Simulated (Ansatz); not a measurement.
# C: energy along a strain

C, R-3m, a = 2.507 Å, c = 30.950 Å. Ansatz: PBEsol, PAW, 420 eV, Γ-centred 12×12×12 mesh on 10 atoms, Gaussian smearing 0.05 eV; no spin polarisation. Cell vectors (Å): 1.253 0.724 10.317; -1.253 0.724 10.317; 0.000 -1.447 10.317. The cell is strained by x per cent times the pattern (0 0 1 0 0 0) in the order xx yy zz yz xz xy (engineering shears), with fractional coordinates held. y is the free energy over the start, V0 = 5.615 Å³/atom.

| x (%) | y (meV/atom) |
| --- | --- |
| -6.00 | ? |
| -4.50 | 50.40 |
| -3.00 | 21.56 |
| -1.50 | 5.19 |
| 0.00 | 0.00 |
| 1.50 | 4.82 |
| 3.00 | 18.58 |
| 4.50 | 40.36 |
| 5.25 | 53.99 |
| 6.00 | 69.30 |

Task: Fit y = c2 x² + c3 x³ to the other rows, get the stiffness along the pattern, and predict the missing energy.

Result: Least squares on the rows shown. y = 2.2430 x² − 0.053719 x³. The clamped-ion stiffness p·C·p = 2 × 22.43 eV × 160.2 / 5.615 Å³ = 1280 GPa, which is C33 in these axes. At x = -6.00 the fit asked for gives 92.35 meV/atom. The run gave 93.18 meV/atom, so the fit is 0.83 meV/atom too low, 0.89 % of the span of the series, against an rms of 0.11 meV/atom on the fitted rows. The row lies outside the fitted range. With a term in x⁴ added, a fit to the same known rows predicts 93.10 meV/atom, so most of the miss is curvature that the known rows already hold.

Cost: 10 runs of about 4.9 core-minutes in all, on Intel Xeon Processor @ 2.70GHz (shared hosts).